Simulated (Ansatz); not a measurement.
**Pb (dhcp type): a single-point run**

The task is a single-point run on Pb (dhcp type). The structure is shown as the input types it.

Method: DFT, PBE, all-electron PAW with datasets made for the crystal, scalar-relativistic, in Ansatz 0.2.0.

1 further run of the same task is left out (it didn't finish).

## (1) The structure to begin with

The structure is hexagonal, space group P6_3/mmc (No. 194). Conventional cell: a = 2.618 Å, b = 2.618 Å, c = 8.605 Å, α = 90.00°, β = 90.00°, γ = 120.00°. Around Pb (site symmetry -3m) lie 12 Pb at 2.62 to 2.63 Å. Pb (site symmetry -6m2) is surrounded by 12 Pb at 2.62 to 2.63 Å.

As a file:

```cif
data_structure
_symmetry_space_group_name_H-M 'P 1'
_symmetry_Int_Tables_number 1
_cell_length_a 2.6181
_cell_length_b 2.6181
_cell_length_c 8.6050
_cell_angle_alpha 90.000
_cell_angle_beta 90.000
_cell_angle_gamma 120.000
_cell_volume 51.08
loop_
_atom_site_label
_atom_site_type_symbol
_atom_site_fract_x
_atom_site_fract_y
_atom_site_fract_z
_atom_site_occupancy
Pb1 Pb 0.00000 0.00000 0.00000 1
Pb2 Pb 0.00000 0.00000 0.50000 1
Pb3 Pb 0.33333 0.66667 0.25000 1
Pb4 Pb 0.66667 0.33333 0.75000 1
```

## (2) The calculation

input.yaml reads:

```yaml
crystal:
  lattice:
    - [2.618071767, 0.0, 0.0]
    - [-1.3090358835, 2.2673166592, 0.0]
    - [0.0, 0.0, 8.6049717486]
  atoms:
    - { symbol: Pb, position: [0.0, 0.0, 0.0] }
    - { symbol: Pb, position: [0.0, 0.0, 0.5] }
    - { symbol: Pb, position: [0.3333333333, 0.6666666667, 0.25] }
    - { symbol: Pb, position: [0.6666666667, 0.3333333333, 0.75] }
kpoints:
  mp_grid: { grid: [10, 9, 4] }
scf:
  occupations: { method: fermi_dirac, width: 0.1 }
  max_iter: 75
hamiltonian:
  xc: pbe
  pseudopotentials: { kind: all_electron, datasets: crystal }
output:
  forces: true
  stress: true
  eigenvalues: true
```

The run is started by

```sh
$ ansatz run input.yaml --threads 1 --pin off --max-ram 3072MiB --backend cpu --events-out ev --progress --plain --runs-dir out
```

Q: Will this input give a usable result? If not, why, and what should change?

The program finished normally, with warnings (crystal datasets made, symmetry narrowed by mesh). It gives a pressure of 348 GPa, which is large; a structure far from rest gives such values too, whatever the setting.

In the input, kpoints.mp_grid.grid is [10, 9, 4]. The mesh doesn't respect the lattice's symmetry: fewer operations survive, and spurious anisotropy appears.

To check: set kpoints.mp_grid.grid to [10, 10, 3].
